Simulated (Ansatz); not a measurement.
# ZnS (F-43m) in Ansatz: further runs

Runs on ZnS. Level: r2SCAN. Tasks: single point, equation of state.

Program: Ansatz 0.2.0. These are calculated values, not measurements. Logs are shortened: lines on timing, memory, paths and dates and some standing lists are left out, and cuts for length are marked.

**What was measured.**

From “Electronic, vibrational, and thermodynamic properties of ZnS (zincblende and rocksalt structure)”, 2009, arxiv:0911.5022, for a bulk crystal of ZnS: bulk modulus 76.9 GPa.

The results are compared with them further down.

### 1 The crystal as given

It takes space group F-43m (No. 216, cubic). Conventional cell: a = 5.404 Å, b = 5.404 Å, c = 5.404 Å, α = 90.00°, β = 90.00°, γ = 90.00°. Zn (site symmetry -43m) is surrounded by 4 S at 2.34 Å. S (site symmetry -43m) has 4 Zn at 2.34 Å as nearest neighbours.

### 2 Single point, r2SCAN, 18.54 Å³/atom (volume scaled by 0.94)

The input, input.yaml:

```yaml
crystal:
  lattice:
    - [0.0, 2.6468416657, 2.6468416657]
    - [2.6468416657, 0.0, 2.6468416657]
    - [2.6468416657, 2.6468416657, 0.0]
  atoms:
    - { symbol: Zn, position: [0.75, 0.75, 0.75] }
    - { symbol: S, position: [0.0, 0.0, 0.0] }
hamiltonian:
  xc: r2scan
  pseudopotentials: { kind: paw }
kpoints:
  mp_grid: { grid: [9, 9, 9] }
scf:
  occupations: { method: fermi_dirac, width: 0.05 }
output:
  forces: true
  stress: true
  eigenvalues: true
  write_density: true
  write_potential: true
  elf: true
  volumetric_format: npy
```

Potentials or basis: Ansatz PAW.

Started as:

```console
ansatz run input.yaml --threads 2 --pin off --max-ram 5632MiB --backend cpu --events-out ev --progress --plain --runs-dir out
```

Standard output:

```text
Warning: RAYON_NUM_THREADS=2 ignored (pool sized by the plan → 2); use --threads N
Engine: ansatz 0.2.0, x86_64-unknown-linux-gnu
Pseudopotentials: kind: paw
Pseudopotential: Zn, paw, valence charge 12, recommended cutoff 500 eV (meta_gga), Zn.paw.azcp
Pseudopotential: S, paw, valence charge 6, recommended cutoff 500 eV (meta_gga), S.paw.azcp
Functional definition: r2SCAN
  parameter k0 = 0.174
  parameter k1 = 0.065
  parameter a1 = 4.9479
  exchange = r2scan_x(k0 = k0, k1 = k1, a1 = a1)
  correlation = r2scan_c
Crystal: 2 atoms, lattice volume = 37.086 Å³
Basis set: ecut = 500 eV, 941 PW (Γ), exchange–correlation on 120×120×120 points (64 copies of the dense FFT grid, shifted against one another)
Bands: 13, of which v1, the nominal top of the filled ones, is band 9 counted from 1 (8 counted from 0)
Symmetry: 24 space group operations
Space group: F-43m (ITA 216), of the structure as read, at distance tolerance 3.3e-5 Å
k-points: 35 of 729 (time reversal used)
Non-local potential: Zn, projectors of the file, l = 0: 2, l = 1: 2, l = 2: 3, l = 3: 1
Non-local potential: S, projectors of the file, l = 0: 2, l = 1: 2, l = 2: 2
PAW form: soft (Blöchl's): semilocal exchange-correlation on the pseudo side does not see the compensation charge
PAW frozen core: Zn, regenerated for the run's functional (the file was generated under x = pbe(κ = 0.804, μ = 0.2195149727645171), c = pbe(β = 0.06672455060314922))
PAW frozen core: S, regenerated for the run's functional (the file was generated under x = pbe(κ = 0.804, μ = 0.2195149727645171), c = pbe(β = 0.06672455060314922))
PAW one-centre angular grid: Zn, 590 points (default); XC on 261 of its mesh's 2673 points in the sphere
PAW one-centre angular grid: S, 302 points (default); XC on 160 Gauss nodes
Initial density: superposition of atomic densities (neutral atoms: chi_scale 0, normalization atom), corrected by the library's trained network
Initial wavefunctions: pseudopotential atomic-orbital guess
Functional: x = r2scan, c = r2scan; τ floored in thin density (d = 2e-4 eV/Å³)
SCF iter   1: F=—  HF=-4233.421068 eV  |F-HF|=—  |Δ(HF+E_count)|=         —  Δρ=1.59e-2  dr2=4.74e-2  dr2_τ=8.14e-3  ethr=1.77e-3  ⟨swp⟩=5.5  Hψ=2757  notcnv=0
preconditioner: auto → none  [insulator: Δε(μ)=2.940 eV  Ē_g=13.362 eV  σ=0.050 eV  W_gap=1.00  n_scr=14 (ndim 8)  ℏωp=25.9 eV  f_vac=0.017  D(μ)=0.00/eV (n_scr^D=0)  ε∞_Penn≈4.7]
SCF iter   2: F=—  HF=-4233.426899 eV  |F-HF|=—  |Δ(HF+E_count)|=   5.83e-3  Δρ=5.10e-3  dr2=9.03e-3  dr2_τ=3.67e-4  ethr=2.63e-4  ⟨swp⟩=2.3  Hψ=1172  notcnv=0
SCF iter   3: F=—  HF=-4233.421307 eV  |F-HF|=—  |Δ(HF+E_count)|=   5.59e-3  Δρ=2.95e-3  dr2=1.31e-3  dr2_τ=8.44e-6  ethr=5.02e-5  ⟨swp⟩=2.0  Hψ=875  notcnv=0
SCF iter   4: F=—  HF=-4233.421681 eV  |F-HF|=—  |Δ(HF+E_count)|=   3.73e-4  Δρ=3.39e-4  dr2=6.47e-5  dr2_τ=3.53e-6  ethr=7.30e-6  ⟨swp⟩=2.0  Hψ=1050  notcnv=0
SCF iter   5: F=—  HF=-4233.421657 eV  |F-HF|=—  |Δ(HF+E_count)|=   2.39e-5  Δρ=1.50e-4  dr2=7.91e-6  dr2_τ=1.08e-7  ethr=3.60e-7  ⟨swp⟩=2.0  Hψ=547  notcnv=0
SCF iter   6: F=-4233.421656 eV  HF=-4233.421656 eV  |F-HF|=3.20e-9  |Δ(HF+E_count)|=   1.03e-6  Δρ=9.92e-6  dr2=3.43e-8  dr2_τ=2.89e-9  ethr=5.56e-10  ⟨swp⟩=7.4  Hψ=3257  notcnv=0
SCF 1 converged in 6 iterations: F = -4233.421656 eV  dr2 = 3.43e-8
SCF converged after 6 iterations
Free energy (F): -4233.421656 eV
Harris-Foulkes:  -4233.421656 eV  (|F-HF|=3.20e-9)
Internal energy: -4233.421656 eV  (E = F + TS)
E sigma→0 (E₀):  -4233.421656 eV
Fermi energy:    7.861662 eV
--- Per-component energies (eV) ---
  E_band       = 8.410725
  E_kinetic    = 239.078986
  E_local      = -2005.892127  (includes V_loc(G=0)·N_el)
  E_nonlocal   = 646.101147
  E_hartree    = 842.940404
  E_xc         = -216.682963
  E_vxc        = -149.478844  (∫ρ·V_xc dr)
  E_paw        = -2459.175848  (= ΣΔE_a)
  E_vpaw       = -414.669093  (= ΣTr[D̂ρ^β])
  E_aug_tail   = -0.000026  (compensation charges beyond the density's cutoff)
  E_vtau       = 7.389266  (kinetic-family band-sum trace: ∫τ·v_τ [+ j·A + Jᵃ·Aᵃ] dr)
  E_ewald      = -1279.498844
  E_core_change = -0.292385  (= ΣΔE_core)
  E_smearing   = -0.000000  (= −TS)
  E_closure    = -0.000000  (closes the sum)
  Σ components = -4233.421656   (vs F -4233.421656, Δ=0.00e0)
--- Forces (eV/Å), atoms counted from 1 ---
  atom   1  Zn     0.00000000    -0.00000000    -0.00000000
  atom   2  S     -0.00000000     0.00000000     0.00000000
  max |Σ_I F_I| component: 2.31e-17 eV/Å
--- Stress (GPa, compression-positive) ---
        4.734442       0.000000      -0.000000
        0.000000       4.734442       0.000000
       -0.000000       0.000000       4.734442
  P = ⅓ Tr σ = 4.7344 GPa (47.344 kbar)
--- Band table (eV; the first three rows and the last of 35) ---
  k-point 0: bands = ["-7.7983", "-0.4199", "-0.4199", "-0.4199", "0.2013", "0.2013", "6.3478", "6.3478", "6.3478", "9.3012", "13.1570", "13.1570", "13.1570"]
  k-point 1: bands = ["-7.6925", "-0.4222", "-0.3998", "-0.3998", "0.1997", "0.1997", "5.4088", "6.2126", "6.2126", "9.9710", "13.0979", "13.3871", "13.3871"]
  k-point 2: bands = ["-7.4058", "-0.3996", "-0.3522", "-0.3522", "0.2010", "0.2010", "3.7586", "5.8999", "5.8999", "10.5204", "13.6554", "13.7766", "13.7766"]
  k-point 34: bands = ["-6.3893", "-0.2818", "-0.0980", "0.0946", "0.1803", "0.5987", "1.4395", "3.0866", "3.6675", "12.2604", "13.0228", "14.3847", "15.9921"]
```

rho_z.tsv:

```text
# z_ang	rho[e/angstrom^3]
# format = ansatz-planar-average/11
# lattice	0.000000000	2.646841666	2.646841666
# lattice	2.646841666	0.000000000	2.646841666
# lattice	2.646841666	2.646841666	0.000000000
# sites	2
# site	30	3.970262499	3.970262499	3.970262499
# site	16	0.000000000	0.000000000	0.000000000
0.000000	4.139727e-1
0.124773	3.814235e-1
0.249547	3.568124e-1
0.374320	3.354391e-1
0.499093	3.120628e-1
0.623867	2.836919e-1
[... 22 lines left out ...]
3.493653	5.206543e-1
3.618426	4.580724e-1
```

Run time: 3.8 s. Hardware: 2 threads of AMD EPYC 7R43 (Zen 3), shared host; peak memory 0.48 GiB.

Results:

| Property | Result |
| --- | --- |
| Free energy | -4233.4217 eV |
| Pressure | 4.7 GPa |
| Band gap on the k mesh | 2.95 eV, direct |

Caveat: odd divisions of the mesh miss points on the zone boundary, where band edges often lie, so the gap on the mesh can be too wide; the PAW data sets come from PBE, with cores solved anew for the run's functional, which leaves a small shift of forces and pressure.

### 3 Single point, r2SCAN, 18.94 Å³/atom (volume scaled by 0.96)

input.yaml: that of step 2 with these lines changed.

```diff
@@ -2,5 +2,5 @@
   lattice:
-    - [0.0, 2.6468416657, 2.6468416657]
-    - [2.6468416657, 0.0, 2.6468416657]
-    - [2.6468416657, 2.6468416657, 0.0]
+    - [0.0, 2.6654820099, 2.6654820099]
+    - [2.6654820099, 0.0, 2.6654820099]
+    - [2.6654820099, 2.6654820099, 0.0]
   atoms:
```

Potentials or basis: Ansatz PAW.

Started as:

```console
ansatz run input.yaml --threads 2 --pin off --max-ram 5632MiB --backend cpu --events-out ev --progress --plain --runs-dir out
```

Run time: 3.3 s. Hardware: 2 threads of AMD EPYC 7R43 (Zen 3), shared host; peak memory 0.48 GiB.

It converged, with:

* Free energy: -4233.4400 eV
* Pressure: 2.7 GPa
* Band gap on the k mesh: 2.85 eV, direct

Caveat: odd divisions of the mesh miss points on the zone boundary, where band edges often lie, so the gap on the mesh can be too wide; the PAW data sets come from PBE, with cores solved anew for the run's functional, which leaves a small shift of forces and pressure.

### 4 Single point, r2SCAN, 19.33 Å³/atom (volume scaled by 0.98)

input.yaml: that of step 3 with these lines changed.

```diff
@@ -2,5 +2,5 @@
   lattice:
-    - [0.0, 2.6654820099, 2.6654820099]
-    - [2.6654820099, 0.0, 2.6654820099]
-    - [2.6654820099, 2.6654820099, 0.0]
+    - [0.0, 2.6838652254, 2.6838652254]
+    - [2.6838652254, 0.0, 2.6838652254]
+    - [2.6838652254, 2.6838652254, 0.0]
   atoms:
```

Started as:

```console
ansatz run input.yaml --threads 2 --pin off --max-ram 5632MiB --backend cpu --events-out ev --progress --plain --runs-dir out
```

Wall time 3.8 s (2 threads of AMD EPYC 7R43 (Zen 3), shared host); peak memory 0.49 GiB.

It converged, with:

```yaml
Free_energy: -4233.4490 eV
Pressure: 1.0 GPa
Band_gap_on_the_k_mesh: 2.76 eV, direct
```

Caveat: odd divisions of the mesh miss points on the zone boundary, where band edges often lie, so the gap on the mesh can be too wide; the PAW data sets come from PBE, with cores solved anew for the run's functional, which leaves a small shift of forces and pressure.

### 5 Single point, r2SCAN, 19.73 Å³/atom

The input, input.yaml:

```yaml
crystal:
  lattice:
    - [0.0, 2.702, 2.702]
    - [2.702, 0.0, 2.702]
    - [2.702, 2.702, 0.0]
  atoms:
    - { symbol: Zn, position: [0.75, 0.75, 0.75] }
    - { symbol: S, position: [0.0, 0.0, 0.0] }
hamiltonian:
  xc: r2scan
  pseudopotentials: { kind: paw }
kpoints:
  mp_grid: { grid: [9, 9, 9] }
scf:
  occupations: { method: fermi_dirac, width: 0.05 }
output:
  forces: true
  stress: true
  eigenvalues: true
```

Started as:

```console
ansatz run input.yaml --threads 2 --pin off --max-ram 5632MiB --backend cpu --events-out ev --progress --plain --runs-dir out
```

It took 2.8 s on 2 threads of AMD EPYC 7R43 (Zen 3), shared host; peak memory 0.46 GiB.

Results (log left out):

- Free energy: -4233.4498 eV
- Pressure: -0.6 GPa
- Band gap on the k mesh: 2.66 eV, direct

Caveat: odd divisions of the mesh miss points on the zone boundary, where band edges often lie, so the gap on the mesh can be too wide; the PAW data sets come from PBE, with cores solved anew for the run's functional, which leaves a small shift of forces and pressure.

### 6 Single point, r2SCAN, 20.12 Å³/atom (volume scaled by 1.02)

input.yaml: that of step 5 with these lines changed.

```diff
@@ -2,5 +2,5 @@
   lattice:
-    - [0.0, 2.702, 2.702]
-    - [2.702, 0.0, 2.702]
-    - [2.702, 2.702, 0.0]
+    - [0.0, 2.7198945612, 2.7198945612]
+    - [2.7198945612, 0.0, 2.7198945612]
+    - [2.7198945612, 2.7198945612, 0.0]
   atoms:
```

Potentials or basis: Ansatz PAW.

Started as:

```console
ansatz run input.yaml --threads 2 --pin off --max-ram 5632MiB --backend cpu --events-out ev --progress --plain --runs-dir out
```

It took 2.9 s on 2 threads of AMD EPYC 7R43 (Zen 3), shared host; peak memory 0.48 GiB.

The run converged. Its results:

| Quantity | Value |
| --- | --- |
| Free energy | -4233.4430 eV |
| Pressure | -2.1 GPa |
| Band gap on the k mesh | 2.57 eV, direct |

Caveat: odd divisions of the mesh miss points on the zone boundary, where band edges often lie, so the gap on the mesh can be too wide; the PAW data sets come from PBE, with cores solved anew for the run's functional, which leaves a small shift of forces and pressure.

### 7 Single point, r2SCAN, 20.52 Å³/atom (volume scaled by 1.04)

input.yaml: that of step 6 with these lines changed.

```diff
@@ -2,5 +2,5 @@
   lattice:
-    - [0.0, 2.7198945612, 2.7198945612]
-    - [2.7198945612, 0.0, 2.7198945612]
-    - [2.7198945612, 2.7198945612, 0.0]
+    - [0.0, 2.7375567091, 2.7375567091]
+    - [2.7375567091, 0.0, 2.7375567091]
+    - [2.7375567091, 2.7375567091, 0.0]
   atoms:
```

Started as:

```console
ansatz run input.yaml --threads 2 --pin off --max-ram 5632MiB --backend cpu --events-out ev --progress --plain --runs-dir out
```

Run time: 2.6 s. Hardware: 2 threads of AMD EPYC 7R43 (Zen 3), shared host; peak memory 0.49 GiB.

The run converged. Its results:

| Item | Value |
| --- | --- |
| Free energy | -4233.4295 eV |
| Pressure | -3.4 GPa |
| Band gap on the k mesh | 2.49 eV, direct |

Caveat: odd divisions of the mesh miss points on the zone boundary, where band edges often lie, so the gap on the mesh can be too wide; the PAW data sets come from PBE, with cores solved anew for the run's functional, which leaves a small shift of forces and pressure.

### 8 Single point, r2SCAN, 20.91 Å³/atom (volume scaled by 1.06)

input.yaml: that of step 7 with these lines changed.

```diff
@@ -2,5 +2,5 @@
   lattice:
-    - [0.0, 2.7375567091, 2.7375567091]
-    - [2.7375567091, 0.0, 2.7375567091]
-    - [2.7375567091, 2.7375567091, 0.0]
+    - [0.0, 2.7549938462, 2.7549938462]
+    - [2.7549938462, 0.0, 2.7549938462]
+    - [2.7549938462, 2.7549938462, 0.0]
   atoms:
@@ -19 +19,5 @@
   eigenvalues: true
+  write_density: true
+  write_potential: true
+  elf: true
+  volumetric_format: npy
```

Started as:

```console
ansatz run input.yaml --threads 2 --pin off --max-ram 5632MiB --backend cpu --events-out ev --progress --plain --runs-dir out
```

Run time: 3.8 s. Hardware: 2 threads of AMD EPYC 7R43 (Zen 3), shared host; peak memory 0.49 GiB.

It converged, with:

| Property | Result |
| --- | --- |
| Free energy | -4233.4100 eV |
| Pressure | -4.5 GPa |
| Band gap on the k mesh | 2.40 eV, direct |

Caveat: odd divisions of the mesh miss points on the zone boundary, where band edges often lie, so the gap on the mesh can be too wide; the PAW data sets come from PBE, with cores solved anew for the run's functional, which leaves a small shift of forces and pressure.

### 9 Equation of state, r2SCAN

Potentials or basis: Ansatz PAW.

This step only gathers the single runs of the series.

Results:

```yaml
Equilibrium_volume: 19.56 Å³/atom
Bulk_modulus: 79 GPa
Pressure_derivative_of_the_bulk_modulus: 4.4
```

Energy against volume, from the lowest point:
```tsv
volume (Å³/atom)	energy (meV/atom)
18.543	14.05
18.938	4.89
19.332	0.36
19.727	0.00
20.121	3.38
20.516	10.12
20.910	19.87
```

Caveat: the PAW data sets were made with another functional, which shifts forces and pressure a little.

### 10 Against experiment

Step 9. A measured bulk modulus of ZnS is 76.9 GPa (quoted in “Electronic, vibrational, and thermodynamic properties of ZnS (zincblende and rocksalt structure)”, 2009, arxiv:0911.5022); the calculated 79 GPa misses it by +2.2 %. The fit is for a static lattice scaled at fixed shape and fixed fractional positions.
